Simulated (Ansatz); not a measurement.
Start from ZnTe in the zinc blende structure (space group F-43m, No. 216; a = 6.179 Å). Axes: x, y, z lie along the cube axes.

Method: PBE in Ansatz (plane waves to 420 eV, PAW, no spin-orbit coupling).

Strains are applied to the cell and any free atomic positions relax; under biaxial strain the out-of-plane vector relaxes too.

One change was made to it. Results:

| quantity | base | after |
|---|---|---|
| energy relative to the base (free energy F) | 0 meV/atom | +4.2 meV/atom |
| valley order (the lowest conduction-band minima on the path, energy above the VBM, named in the base's zone) | Γ 1.08 eV; L along ⟨111⟩ 1.74 eV; a point along ⟨100⟩, about 0.9 Å⁻¹ from Γ 2.28 eV | Γ 0.95 eV; L along [1-11] 1.47 eV; L along [111] 1.76 eV; X along [100] 2.01 eV |

Question: Name the change that was made.
A. tensor shear ε_yz = +1.95 %
B. isotropic strain −2.09 %
C. biaxial strain −0.34 %, plane normal [001], relaxed out of plane
D. strain tensor (xx, yy, zz, yz, xz, xy) = (−0.75, +0.06, −1.80, −1.10, +1.27, −0.49) %
E. biaxial strain −0.67 %, plane normal [111], relaxed out of plane

Answer: A, tensor shear ε_yz = +1.95 %. For comparison, the valley order in the other runs: biaxial strain −0.34 %, plane normal [001], relaxed out of plane gives Γ 1.08 eV; L along [111] 1.73 eV; a point along [010], about 0.9 Å⁻¹ from Γ 2.25 eV; a point along [001], about 0.9 Å⁻¹ from Γ 2.30 eV; biaxial strain −0.67 %, plane normal [111], relaxed out of plane gives Γ 1.10 eV; L along [1-11] 1.70 eV; L along [111] 1.81 eV; a point along [100], about 0.9 Å⁻¹ from Γ 2.24 eV; isotropic strain −2.09 % gives Γ 1.37 eV; L along ⟨111⟩ 1.82 eV; a point along ⟨100⟩, about 0.9 Å⁻¹ from Γ 2.19 eV; strain tensor (xx, yy, zz, yz, xz, xy) = (−0.75, +0.06, −1.80, −1.10, +1.27, −0.49) % gives Γ 1.06 eV; L along [1-1-1] 1.51 eV; L along [11-1] 1.60 eV; L along [111] 1.62 eV.

Spin-orbit coupling, missing from the scalar runs, can matter with Te. The levels and masses belong to the bands next to the band gap. No phonon test of stability was made.

Ansatz is an electronic-structure program.
